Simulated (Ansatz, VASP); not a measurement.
One calculation of I, two programs

```xyz
4
Lattice="3.6829 -2.4265 0.0000 3.6829 2.4265 0.0000 0.0000 0.0000 9.9223" Properties=species:S:1:pos:R:3 pbc="T T T"
I     3.6829   -0.7246    3.8141
I     3.6829    1.7020    1.1470
I     3.6829    0.7246    6.1082
I     3.6829   -1.7020    8.7753
```

Alike in both runs: task single point; functional PBE; k mesh 7 × 7 × 3; occupations fermi-dirac, width 0.05 eV; no spin polarisation.

|  | VASP | Ansatz |
| --- | --- | --- |
| version | VASP 6.6.1 | Ansatz 0.2.0 |
| potentials or method | VASP PAW PBE potentials, release 64 (I) | Ansatz PAW |
| plane-wave cutoff (eV) | 520 | 420 |
| valence electrons in the cell | 28 | 68 |

|  | VASP | Ansatz | Ansatz less VASP |
| --- | --- | --- | --- |
| gap on the k mesh at the Fermi level (eV) | 1.25 | 1.24 | -0.008 |
| least direct gap on the mesh (eV) | 1.31 | 1.31 | -0.005 |
| pressure (GPa) | 0.7 | 0.8 | +0.02 |
| largest component of the traceless stress (GPa) | 0.37 | 0.37 | +0.003 |
| rms of the force components (eV/Å) | 0.296 | 0.306 | +0.0093 |

Atom by atom the forces differ by 0.009 eV/Å (rms over components). The two sets of potentials don't hold the same shells in valence.

Caveats: spin-orbit coupling is left out, which moves the levels of the heavy elements; an odd mesh through Γ misses points on the zone boundary, where band edges often lie (VASP); odd divisions of the mesh miss points on the zone boundary, where band edges often lie, so the gap on the mesh can be too wide (Ansatz). As with any semilocal functional, this PBE gap is likely too small.
